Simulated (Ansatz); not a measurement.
# TaN: the cost of one run

Program: Ansatz 0.2.0. Level of theory: DFT LDA, scalar-relativistic. These are calculated values, not measurements.

### Step 1. Starting point

It takes space group P6/mmm (No. 191, hexagonal). The conventional cell has a = 5.185 Å, b = 5.185 Å, c = 2.908 Å, α = 90.00°, β = 90.00°, γ = 120.00°. Ta (site symmetry 6/mmm) has 6 N at 2.59 Å and 2 Ta at 2.91 Å as nearest neighbours. Around Ta (site symmetry -6m2) lie 6 N at 2.09 Å. Around N (site symmetry mmm) lie 6 Ta at 2.09 to 2.59 Å.

Coordinates:

```cif
data_structure
_symmetry_space_group_name_H-M 'P 1'
_symmetry_Int_Tables_number 1
_cell_length_a 5.1850
_cell_length_b 5.1850
_cell_length_c 2.9080
_cell_angle_alpha 90.000
_cell_angle_beta 90.000
_cell_angle_gamma 120.000
_cell_volume 67.71
loop_
_atom_site_label
_atom_site_type_symbol
_atom_site_fract_x
_atom_site_fract_y
_atom_site_fract_z
_atom_site_occupancy
Ta1 Ta 0.00000 0.00000 0.00000 1
Ta2 Ta 0.33333 0.66667 0.50000 1
Ta3 Ta 0.66667 0.33333 0.50000 1
N1 N 0.50000 0.00000 0.00000 1
N2 N 0.50000 0.50000 0.00000 1
N3 N 0.00000 0.50000 0.00000 1
```

Atoms are numbered in the order of the input: Ta1, Ta2, Ta3, N4, N5, N6.

### Step 2. After the deformation

Space group P6/mmm before, P-1 after.

### Step 3. LAPW, all electrons

Input file input.yaml:

```yaml
crystal:
  lattice:
    - [5.1849992558, 0.0259249963, 0.0259249963]
    - [-2.5700479225, 4.477378576, 0.0094892072]
    - [0.01454, 0.01454, 2.908]
  atoms:
    - { symbol: Ta, position: [0.0, 0.0, 0.0] }
    - { symbol: Ta, position: [0.3333333333, 0.6666666667, 0.5] }
    - { symbol: Ta, position: [0.6666666667, 0.3333333333, 0.5] }
    - { symbol: "N", position: [0.5, 0.0, 0.0] }
    - { symbol: "N", position: [0.5, 0.5, 0.0] }
    - { symbol: "N", position: [0.0, 0.5, 0.0] }
kpoints:
  mp_grid: { grid: [5, 5, 8] }
  band_path:
    path:
      - [0.0, 0.0, 0.0]
      - [0.0, -0.5, 0.0]
      - [0.0, 0.0, 0.5]
      - [0.0, 0.0, 0.0]
      - [-0.5, 0.0, 0.0]
      - [-0.5, 0.5, -0.5]
      - [0.0, 0.0, 0.0]
      - [-0.5, 0.0, -0.5]
      - [-0.5, 0.5, 0.0]
    npoints: 5
scf:
  occupations: { method: fermi_dirac, width: 0.03 }
hamiltonian:
  xc: lda
  pseudopotentials: { kind: all_electron, lapw: { basis_error: 0.0005 } }
output:
  forces: true
  stress: true
  eigenvalues: true
```

Started as:

```
ansatz run input.yaml --threads 2 --pin off --max-ram 8192MiB --backend cpu --events-out ev --progress --plain --runs-dir out
```

Q: Estimate wall time and peak memory on 2 threads of Intel Xeon Platinum 8375C at 2.90GHz (Ice Lake), shared host.

About 5.2 min, with a peak of 2 GiB.
